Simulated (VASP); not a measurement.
Crystal: Cd.

```
Cd
1.0
    -1.78432    1.78432    1.78432
     1.78432   -1.78432    1.78432
     1.78432    1.78432   -1.78432
Cd
1
Direct
  0.00000 0.00000 0.00000
```

This isn't the form of Cd at room conditions, which is hcp.

| Item | Value |
| --- | --- |
| Program | VASP 6.6.1 |
| Task | relaxation of cell and atoms |
| Functional | PBE |
| Potentials or basis | VASP PAW PBE potentials, release 64 (Cd) |
| Cutoff | 600 eV |
| k mesh | 10 × 10 × 10 |
| Occupations | fermi-dirac, width 0.05 eV |
| Spin | no spin polarisation |

At the start: pressure 1.3 GPa; volume 22.72 Å³/atom.

Problem. How do energy, volume and symmetry change on relaxing?

Solution. Over 3 steps the energy falls by 3.2 meV/atom and the volume is 23.53 Å³/atom (+3.6 %); space group Im-3m (No. 229, to 0.05 Å).

Step by step:
| step | energy change (eV) | largest force (eV/Å) | pressure (GPa) | volume (Å³) |
| --- | --- | --- | --- | --- |
| 1 | 0.0000 | 0.0000 | 1.28 | 22.72 |
| 2 | -0.0030 | 0.0000 | 0.30 | 23.33 |
| 3 | -0.0032 | 0.0000 | 0.02 | 23.53 |

Final structure:
```yaml
crystal:
  lattice:
    - [-1.80526, 1.80526, 1.80526]
    - [1.80526, -1.80526, 1.80526]
    - [1.80526, 1.80526, -1.80526]
  atoms:
    - { symbol: Cd, position: [0.00000, 0.00000, 0.00000] }
```
